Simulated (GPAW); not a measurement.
The system is BaTiO3.

```
Ba Ti O
1.0
     3.99980    0.00000    0.00000
     0.00000    3.99980    0.00000
     0.00000    0.00000    4.01800
Ba Ti O
1 1 3
Direct
  0.00000 0.00000 0.00000
  0.50000 0.50000 0.49000
  0.00000 0.50000 0.51700
  0.50000 0.00000 0.51700
  0.50000 0.50000 0.01900
```

```yaml
Program: GPAW 26.7.0
Task: relaxation of cell and atoms
Functional: r2SCAN
Dispersion: D3(BJ)
Potentials_or_basis: GPAW PAW data sets (gpaw-data 1.2.1)
Cutoff: 800 eV
Basis: pw
k_mesh: 4 × 4 × 4
Occupations: fermi-dirac, width 0.05 eV
Spin: no spin polarisation
```

At the start: pressure -0.9 GPa; volume 12.86 Å³/atom.

Task: How do energy, volume and symmetry change on relaxing?

Result: Over 11 steps the energy falls by 3.7 meV/atom and the volume is 12.94 Å³/atom (+0.7 %); space group P4mm (No. 99, to 0.05 Å).

Step by step:
| step | energy change (eV) | largest force (eV/Å) | pressure (GPa) | volume (Å³) |
| --- | --- | --- | --- | --- |
| 1 | 0.0000 | 0.3681 | -0.86 | 64.28 |
| 2 | -0.0029 | 0.3061 | -0.63 | 64.24 |
| 3 | -0.0087 | 0.0925 | 0.72 | 64.07 |
| 4 | -0.0094 | 0.0427 | 0.41 | 64.12 |
| 5 | -0.0102 | 0.0525 | 0.28 | 64.16 |
| 6 | -0.0140 | 0.1490 | -0.24 | 64.41 |
| 7 | -0.0166 | 0.1466 | -0.34 | 64.59 |
| 8 | -0.0178 | 0.0852 | -0.17 | 64.70 |
| 9 | -0.0181 | 0.0859 | -0.07 | 64.70 |
| 10 | -0.0185 | 0.0387 | 0.02 | 64.70 |
| 11 | -0.0185 | 0.0133 | -0.01 | 64.71 |

Final structure:
```cif
data_structure
_symmetry_space_group_name_H-M 'P 1'
_symmetry_Int_Tables_number 1
_cell_length_a 3.9750
_cell_length_b 3.9750
_cell_length_c 4.0953
_cell_angle_alpha 90.000
_cell_angle_beta 90.000
_cell_angle_gamma 90.000
_cell_volume 64.71
loop_
_atom_site_label
_atom_site_type_symbol
_atom_site_fract_x
_atom_site_fract_y
_atom_site_fract_z
_atom_site_occupancy
Ba1 Ba 0.00000 0.00000 0.99791 1
Ti1 Ti 0.50000 0.50000 0.47930 1
O1 O 0.00000 0.50000 0.51763 1
O2 O 0.50000 0.00000 0.51763 1
O3 O 0.50000 0.50000 0.03284 1
```

Caveat: the k mesh is coarse; later steps reuse the first step's grids; the PAW data sets were made with another functional, which shifts forces and pressure a little.
